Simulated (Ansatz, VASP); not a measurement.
One calculation of Ba, two programs

Contents of INCAR:

```
SYSTEM = Ba
PREC     = Accurate       ! precision mode
ENCUT    = 520            ! plane-wave cutoff, eV
EDIFF    = 1E-6           ! SCF threshold, eV
ISMEAR   = -1             ! smearing method
SIGMA    = 0.08           ! smearing width, eV
LREAL    = .FALSE.        ! projectors in reciprocal space
LASPH    = .TRUE.         ! aspherical terms in the spheres
NELM     = 80             ! most SCF steps
ALGO     = Normal         ! electronic algorithm
ISIF     = 2              ! what is computed and relaxed
LWAVE    = .FALSE.        ! write WAVECAR
LCHARG   = .TRUE.         ! write CHGCAR
GGA      = PS             ! functional
LELF     = .TRUE.         ! ELF
LVHAR    = .TRUE.       
NBANDS   = 11             ! bands
```

Contents of KPOINTS:

```
regular mesh
0
G
  11 11 11
  0 0 0
```

File POSCAR:

```
Ba
1.0
   -1.7968566539      1.7968566539      1.7968566539
    1.7968566539     -1.7968566539      1.7968566539
    1.7968566539      1.7968566539     -1.7968566539
Ba
1
Direct
    0.0000000000      0.0000000000      0.0000000000
```

Input for Ansatz:

```yaml
crystal:
  lattice:
    - [-1.7968566539, 1.7968566539, 1.7968566539]
    - [1.7968566539, -1.7968566539, 1.7968566539]
    - [1.7968566539, 1.7968566539, -1.7968566539]
  atoms:
    - { symbol: Ba, position: [0.0, 0.0, 0.0] }
kpoints:
  mp_grid: { grid: [11, 11, 11] }
  band_path:
    path:
      - [0.0, 0.0, 0.0]
      - [0.5, -0.5, 0.5]
      - [0.0, 0.0, 0.5]
      - [0.0, 0.0, 0.0]
      - [0.25, 0.25, 0.25]
      - [0.5, -0.5, 0.5]
      - [0.25, 0.25, 0.25]
      - [0.0, 0.0, 0.5]
    npoints: 8
scf:
  occupations: { method: fermi_dirac, width: 0.08 }
hamiltonian:
  xc: pbesol
  pseudopotentials: { kind: all_electron, lapw: { basis_error: 0.001 } }
output:
  forces: true
  stress: true
  eigenvalues: true
  populations: true
  dos: { projected: true, de: 0.2, e_range: [-14, 8] }
```

Change from the starting cell: volume scaled by 0.4, LAPW.

Alike in both runs: task single point; functional PBEsol; k mesh 11 × 11 × 11; occupations fermi-dirac, width 0.08 eV; no spin polarisation.

|  | VASP | Ansatz |
| --- | --- | --- |
| version | VASP 6.6.1 | Ansatz 0.2.0 |
| potentials or method | VASP PAW PBE potentials, release 64 (Ba_sv) | all-electron LAPW, scalar-relativistic |
| plane-wave cutoff (eV) | 520 | see its input |

```csv
,VASP,Ansatz,Ansatz less VASP
pressure (GPa),39.0,31.8,-7.21
```

Ansatz ran all-electron here, so the differences hold the error of VASP's frozen core and of both bases.

Caveats: so large a pressure means that the cell lies far from this level's equilibrium, or that cutoff or potentials fall short (VASP); the potentials were made for another functional, which shifts forces and pressure (VASP). Spin-orbit coupling is left out, which matters for the levels of Ba.
